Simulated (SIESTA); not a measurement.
**Energy from pressure between two volumes: LiI (I4mm, 2 atoms in the cell)**

```
LiI
1.0
    0.00000     3.02505     3.02505
    3.02505     0.00000     3.02505
    3.02505     3.02505     0.00000
Li I
1 1
Cartesian
  0.00000   0.00000   0.05000
  3.02505   3.02505   3.02505
```

Level of theory: GGA PBE, numerical atomic orbitals TZP, PseudoDojo PBE standard norm-conserving potentials (rewritten from UPF to PSML) (SIESTA).

Settings: XC.functional = GGA; XC.authors = PBE; potentials = PseudoDojo PBE standard; PAO.BasisSize = TZP; PAO.EnergyShift = 0.01 Ry; MeshCutoff = 720 Ry; kgrid.MonkhorstPack = 6 6 6; OccupationFunction = FD; ElectronicTemperature = 50 meV; PAO.Polarization.NonPerturbative = true. This cutoff ends a ladder whose last two steps agree within 1 meV/atom.

The second cell is the first with its lattice scaled by 0.98, at the same fractional positions.

The starting cell has typed, rounded lattice constants, without a prior relaxation at this level. Its lattice was rescaled by up to half a per cent. One atom was moved a little off its site on purpose. Values carry the incompleteness of an atom-centred basis.

| cell | volume (Å³/atom) | pressure (GPa) | F less the first cell's (meV/atom) |
|---|---|---|---|
| first | 27.6820 | -0.38 | 0.00 |
| second | 26.0541 | 0.98 | ? |

Estimate the energy of the second cell from the pressures, and the bulk modulus between the two volumes.

With P = −dF/dV, the trapezoid gives ΔF ≈ −(P₁ + P₂)/2 · ΔV = −(0.300 GPa) · (-1.6279 Å³) = 3.05 meV/atom (1 eV/Å³ = 160.22 GPa). The modulus at fixed fractional positions is B = −ΔP/Δln V = 22 GPa, a mean over the interval. P(V) is curved, so the trapezoid lies high by about |ΔV|³·B·(1 + B′)/(12·V̄²) = 0.35 meV/atom for an assumed B′ = 4, which leaves 2.70 meV/atom. The runs gave 2.55 meV/atom, a miss of 0.15 meV/atom. Cases were kept where this miss is small, so the page shows the method and is no test of it.

Left out of this page: 11 runs of the series outside the window shown, repeating another row's setting, or not comparable.
